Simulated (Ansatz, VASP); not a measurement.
# Two plane-wave programs on SnTe

```
Sn Te
1.0
     0.00000    3.20514    3.20514
     3.20514    0.00000    3.20514
     3.20514    3.20514    0.00000
Sn Te
1 1
Direct
  0.50000 0.50000 0.50000
  0.03120 0.96880 0.03120
```

Alike in both runs: task single point; functional PBE; k mesh 10 × 10 × 10; occupations gaussian, width 0.05 eV; no spin polarisation.

|  | VASP | Ansatz |
| --- | --- | --- |
| version | VASP 6.6.1 | Ansatz 0.2.0 |
| potentials or method | VASP PAW PBE potentials, release 64 (Sn_d, Te) | scalar-relativistic, plane waves, PAW |
| plane-wave cutoff (eV) | 520 | 420 |
| valence electrons in the cell | 20 | 30 |

|  | VASP | Ansatz | Ansatz less VASP |
| --- | --- | --- | --- |
| gap on the k mesh at the Fermi level (eV) | 0.52 | 0.51 | -0.007 |
| least direct gap on the mesh (eV) | 0.52 | 0.51 | -0.007 |
| pressure (GPa) | 0.4 | 0.4 | +0.02 |
| largest component of the traceless stress (GPa) | 0.71 | 0.70 | -0.012 |
| rms of the force components (eV/Å) | 0.057 | 0.054 | -0.0033 |

Atom by atom the forces differ by 0.003 eV/Å (rms over components). The two sets of potentials don't hold the same shells in valence.

Caveats: spin-orbit coupling is left out, which moves the levels of the heavy elements. A k mesh can miss the band edges.
